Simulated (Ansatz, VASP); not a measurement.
One calculation of KTaO3, two programs

The input POSCAR:

```
KTaO3
1.0
    3.9883000000      0.0000000000      0.0000000000
    0.0000000000      3.9883000000      0.0000000000
    0.0000000000      0.0000000000      3.9883000000
K Ta O
1 1 3
Direct
    0.5000000000      0.5000000000      0.5000000000
    0.0000000000      0.0000000000      0.0000000000
    0.5000000000      0.0000000000      0.0000000000
    0.0000000000      0.5000000000      0.0000000000
    0.0000000000      0.0000000000      0.5000000000
```

The input INCAR.step1:

```
ALGO = Normal ; EDIFF = 1E-4
ENCUT = 520 ; GGA = PE
ISMEAR = 0 ; LASPH = True
LCHARG = False ; LREAL = False
LWAVE = True ; NBANDS = 27
NELM = 80 ; PREC = Accurate
SIGMA = 0.1
```

File INCAR.step2:

```
ALGO = Normal ; EDIFF = 1E-6
ENCUT = 520 ; ISIF = 2
ISMEAR = 0 ; ISTART = 1
LASPH = True ; LCHARG = False
LMIXTAU = True ; LREAL = False
LWAVE = False ; METAGGA = R2SCAN
NBANDS = 27 ; NELM = 80
PREC = Accurate ; SIGMA = 0.1
```

KPOINTS

```
k-points
0
Gamma
  4 4 4
```

Input for Ansatz:

```yaml
crystal:
  lattice:
    - [3.9883, 0.0, 0.0]
    - [0.0, 3.9883, 0.0]
    - [0.0, 0.0, 3.9883]
  atoms:
    - { symbol: K, position: [0.5, 0.5, 0.5] }
    - { symbol: Ta, position: [0.0, 0.0, 0.0] }
    - { symbol: O, position: [0.5, 0.0, 0.0] }
    - { symbol: O, position: [0.0, 0.5, 0.0] }
    - { symbol: O, position: [0.0, 0.0, 0.5] }
basis:
  ecutwfc: 500
kpoints:
  mp_grid: { grid: [4, 4, 4] }
hamiltonian:
  xc: r2scan
scf:
  occupations: { method: gaussian, width: 0.1 }
output:
  forces: true
  stress: true
  eigenvalues: true
```

Alike in both runs: task single point; functional r2SCAN; k mesh 4 × 4 × 4; occupations gaussian, width 0.1 eV; no spin polarisation.

|  | VASP | Ansatz |
| --- | --- | --- |
| version | VASP 6.6.1 | Ansatz 0.2.0 |
| potentials or method | VASP PAW PBE potentials, release 64 (K_sv, Ta_pv, O) | scalar-relativistic, plane waves, PAW |
| plane-wave cutoff (eV) | 520 | 500 |
| valence electrons in the cell | 38 | 40 |

Ansatz gave:

- gap on the k mesh at the Fermi level (eV): 2.61
- least direct gap on the mesh (eV): 3.25
- pressure (GPa): 0.3

Q: Which values does VASP return?

A: gap on the k mesh at the Fermi level (eV): 2.58; least direct gap on the mesh (eV): 3.24; pressure (GPa): 1.3.

The functional is the same, so the differences come from potentials, cutoffs and numerics. The two sets of potentials don't hold the same shells in valence.

Caveats: the PAW data sets were made with another functional, which shifts forces and pressure a little (VASP); spin-orbit coupling is left out, which moves the levels of the heavy elements. r2SCAN opens gaps a little over a GGA but as a rule still falls short of measured ones. A k mesh can miss the band edges.
